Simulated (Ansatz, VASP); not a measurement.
## One calculation of Re, two programs

```
CELL_PARAMETERS angstrom
2.75037 0.00000 0.00000
-1.37518 2.38189 0.00000
0.00000 0.00000 4.44320
ATOMIC_POSITIONS crystal
Re 0.33333 0.66667 0.25000
Re 0.66667 0.33333 0.75000
```

Alike in both runs: functional PBEsol; k mesh 18 × 18 × 10; occupations gaussian, width 0.1 eV; no spin polarisation.

Ansatz relaxed the structure, and its values are those at the end. VASP's run is a single point on that final structure, the one shown.

```csv
,VASP,Ansatz
version,VASP 6.6.1,Ansatz 0.2.0
potentials or method,"VASP PAW PBE potentials, release 64 (Re)","scalar-relativistic, plane waves, PAW"
plane-wave cutoff (eV),520,420
valence electrons in the cell,14,30
```

VASP gave:

* gap on the k mesh at the Fermi level (eV): none
* pressure (GPa): 0.1

Problem. Estimate Ansatz's values.

Solution. gap on the k mesh at the Fermi level (eV): none; pressure (GPa): 0.0.

A gap of «none» marks a metal or a gap that the smearing closes. The two sets of potentials don't hold the same shells in valence.

Caveats: the PAW data sets were made with another functional, which shifts forces and pressure a little (VASP). Spin-orbit coupling is left out, which matters for the levels of Re.
